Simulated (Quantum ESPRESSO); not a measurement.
Input of a Quantum ESPRESSO 7.5 run:

pw.in

```
&CONTROL
  calculation = 'scf'
  prefix = 'pwscf'
  outdir = './tmp'
  pseudo_dir = './pseudo'
  tprnfor = .true.
  tstress = .true.
  disk_io = 'low'
/
&SYSTEM
  ibrav = 0
  celldm(1) = 8
  nat = 4
  ntyp = 2
  ecutwfc = 45
  ecutrho = 360
  nbnd = 26
  occupations = 'smearing'
  smearing = 'fd'
  degauss = 0.00367493
/
&ELECTRONS
  conv_thr = 8d-10
  electron_maxstep = 120
  mixing_beta = 0.5
/
ATOMIC_SPECIES
Cd   112.4140 cd_pbesol_v1.uspp.F.UPF
Se    78.9710 se_pbesol_v1.uspp.F.UPF
CELL_PARAMETERS alat
  1.0157277919864   0.0000000000000   0.0000000000000
 -0.5078638959932   0.8796460711964   0.0000000000000
  0.0000000000000   0.0000000000000   1.6582346743591
ATOMIC_POSITIONS crystal
Cd     0.6666666667    0.3333333333    0.5000000000
Cd     0.3333333333    0.6666666667    0.0000000000
Se     0.6666666667    0.3333333333    0.8850000000
Se     0.3333333333    0.6666666667    0.3850000000
K_POINTS automatic
7 7 4 0 0 0
```

The input pp_density.in:

```
&INPUTPP
  prefix = 'pwscf'
  outdir = './tmp'
  filplot = 'density.dat'
  plot_num = 0
/
&PLOT
  nfile = 1
  filepp(1) = 'density.dat'
  iflag = 3
  output_format = 6
  fileout = 'density.cube'
/
```

pp_potential.in

```
&INPUTPP
  prefix = 'pwscf'
  outdir = './tmp'
  filplot = 'potential.dat'
  plot_num = 11
/
&PLOT
  nfile = 1
  filepp(1) = 'potential.dat'
  iflag = 3
  output_format = 6
  fileout = 'potential.cube'
/
```

Potentials or basis: GBRV 1.5 PBEsol.

Launch:

```sh
$ OMP_NUM_THREADS=1 mpirun -n 2 pw.x -nk 2 -in pw.in > pw.out
$ OMP_NUM_THREADS=1 mpirun -n 1 pp.x -in pp_density.in > pp_density.out
$ OMP_NUM_THREADS=1 mpirun -n 1 pp.x -in pp_potential.in > pp_potential.out
```

Q: What does it give for the band gap on the k mesh?

A: 0.55 eV, direct.

Q: Predict the largest force.

A: 0.270 eV/Å.

Stress tensor (GPa, compression positive):
```
 1.01  0.00  0.00
 0.00  1.01  0.00
 0.00  0.00 -0.87
```

**Experimental background.**

From a printed reference work, data compilation, for a bulk crystal of CdSe at 2 K: band gap 1.841 eV.

A measured gap of CdSe is 1.841 eV (2 K; a printed reference work, data compilation); the calculated 0.55 eV misses it by -1.29 eV. So large a miss can be the level of theory's own, or it may mean another phase, state or a wrong row. Spin-orbit coupling on Cd, Se is left out. The value is that of PBEsol, without temperature or zero-point motion. Semilocal functionals fall short of measured gaps as a rule.
